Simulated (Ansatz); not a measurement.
Runs of Ansatz 0.2.0 on CO2. It takes space group I-42d (No. 122, tetragonal). The conventional cell has a = 3.949 Å, b = 3.949 Å, c = 6.028 Å, α = 90.00°, β = 90.00°, γ = 90.00°. O (site symmetry 2) has 2 C at 1.40 Å as nearest neighbours. C (site symmetry -4) is surrounded by 4 O at 1.40 Å. The cell comes from a database or a generator and needn't be the stable form of this composition.

| task | level | cell | k mesh | cutoff (eV) | smearing | points for each segment of the path | gap on the mesh (eV) | pressure (GPa) | relaxed volume (Å³/atom) | largest force (eV/Å) |
| --- | --- | --- | --- | --- | --- | --- | --- | --- | --- | --- |
| relaxation of cell and atoms | r2SCAN | relaxed | 9 × 9 × 9 | 500 | fermi-dirac 0.05 eV | - | (a) | 0.0 | 7.55 | 0.01 |
| relaxation of cell and atoms | PBEsol | relaxed | 9 × 9 × 9 | 420 | fermi-dirac 0.05 eV | - | (c) | 0.0 | 7.59 | - |
| relaxation of cell and atoms | PBE | relaxed | 9 × 9 × 9 | 420 | fermi-dirac 0.05 eV | - | 7.71 | 0.0 | 7.84 | - |
| band structure | r2SCAN | as given | 9 × 9 × 9 | 500 | fermi-dirac 0.05 eV | 14 | 8.52 | -7.9 | - | 0.27 |
| relaxation of cell and atoms | LDA | relaxed | 9 × 9 × 9 | 420 | fermi-dirac 0.05 eV | - | (b) | 0.0 | 7.35 | - |
| Born charges and dielectric tensor | PBE | as given | 8 × 8 × 8 | 420 | fixed | - | 7.71 | - | - | - |

Alike in all rows: potentials or basis Ansatz PAW; no spin polarisation.

Question: Estimate the missing entries.

Answer: (a) 8.62; (b) 7.63; (c) 7.67.

Caveats: odd divisions of the mesh miss points on the zone boundary, where band edges often lie, so the gap on the mesh can be too wide (some runs); the plane-wave basis is chosen anew once the cell has moved, so the energies of steps on either side of that aren't comparable (some runs); the PAW data sets come from PBE, with cores solved anew for the run's functional, which leaves a small shift of forces and pressure (some runs).

A k mesh can miss the band edges.
